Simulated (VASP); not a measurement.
Here is a VASP 6.6.1 calculation.

Contents of INCAR:

```
PREC = Accurate
ENCUT = 600
EDIFF = 1E-7
ISMEAR = 0
SIGMA = 0.1
LREAL = False
LASPH = True
NELM = 80
ALGO = Normal
ISIF = 3
LWAVE = False
LCHARG = False
GGA = PE
IBRION = 2
NSW = 90
EDIFFG = -0.005
```

The input KPOINTS:

```
Automatic mesh
0
Gamma
  18 18 10
```

POSCAR

```
Re
1.0
    2.7610000000      0.0000000000      0.0000000000
   -1.3805000000      2.3910961400      0.0000000000
    0.0000000000      0.0000000000      4.4560000000
Re
2
Direct
    0.3333333300      0.6666666700      0.2500000000
    0.6666666700      0.3333333300      0.7500000000
```

Potentials or basis: VASP PAW PBE potentials, release 64 (Re).

Command:

```console
$ cat potpaw_PBE.64/Re/POTCAR > POTCAR
$ mpirun -np 1 vasp_std > vasp.out
```

Predict the band gap on the k mesh.

none (metal or under the smearing width).

Estimate the relaxed cell.

a = 2.774 Å, b = 2.774 Å, c = 4.481 Å, α = 90.00°, β = 90.00°, γ = 120.00°.

Final structure:
```cif
data_structure
_symmetry_space_group_name_H-M 'P 1'
_symmetry_Int_Tables_number 1
_cell_length_a 2.7740
_cell_length_b 2.7740
_cell_length_c 4.4814
_cell_angle_alpha 90.000
_cell_angle_beta 90.000
_cell_angle_gamma 120.000
_cell_volume 29.87
loop_
_atom_site_label
_atom_site_type_symbol
_atom_site_fract_x
_atom_site_fract_y
_atom_site_fract_z
_atom_site_occupancy
Re1 Re 0.33333 0.66667 0.25000 1
Re2 Re 0.66667 0.33333 0.75000 1
```

The run has no spin-orbit coupling, so splittings on Re are missing.
